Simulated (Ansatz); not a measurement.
Input of an Ansatz 0.2.0 run:

input.yaml

```yaml
crystal:
  lattice:
    - [0.0, 2.82685, 2.82685]
    - [2.82685, 0.0, 2.82685]
    - [2.82685, 2.82685, 0.0]
  atoms:
    - { symbol: As, position: [0.75, 0.75, 0.75] }
    - { symbol: Ga, position: [0.0, 0.0, 0.0] }
hamiltonian:
  xc: lda
  pseudopotentials: { kind: paw }
kpoints:
  mp_grid: { grid: [8, 8, 8] }
  band_path:
    path:
      - [[0.0, 0.0, 0.0], [0.5, 0.0, 0.5], [0.5, 0.25, 0.75], [0.375, 0.375, 0.75], [0.0, 0.0, 0.0], [0.5, 0.5, 0.5], [0.625, 0.25, 0.625], [0.5, 0.25, 0.75], [0.5, 0.5, 0.5], [0.375, 0.375, 0.75]]
      - [[0.625, 0.25, 0.625], [0.5, 0.0, 0.5]]
    npoints: 14
scf:
  occupations: { method: fermi_dirac, width: 0.05 }
  n_extra_bands: 6
output:
  forces: true
  stress: true
  eigenvalues: true
  fatbands: true
```

Potentials or basis: Ansatz PAW.

The run is started by

```sh
$ ansatz run input.yaml --threads 2 --pin off --max-ram 5632MiB --backend cpu --events-out ev --progress --plain --runs-dir out
```

(1) What does it give for the band gap along the path?

(2) Estimate the pressure.

Answers

(1) 0.28 eV, direct.

(2) -1.9 GPa.

Caveat: the PAW data sets come from PBE, with cores solved anew for the run's functional, which leaves a small shift of forces and pressure.

**Measured values to compare with.**

From “Evidence of valence band perturbations in GaAsN/GaAs(001): A combined variable-angle spectroscopic ellipsometry and modulated photoreflectance investigation”, 2008, arxiv:0805.2212, for a bulk crystal of GaAs at 300 K: band gap 1.412 ± 0.01 eV (direct).

Against the measured gap of GaAs, 1.412 eV (direct; 300 K; “Evidence of valence band perturbations in GaAsN/GaAs(001): A combined variable-angle spectroscopic ellipsometry and modulated photoreflectance investigation”, 2008, arxiv:0805.2212), the calculated 0.28 eV is off by -1.13 eV. So large a miss can be the level of theory's own, or it may mean another phase, state or a wrong row. 3 values of this kind are on record (1.412 to 1.51 eV); this one was drawn at random among those near their median, those with a stated uncertainty first. Spin-orbit coupling on As, Ga is left out. The value is that of LDA, without temperature or zero-point motion. Semilocal functionals fall short of measured gaps as a rule.
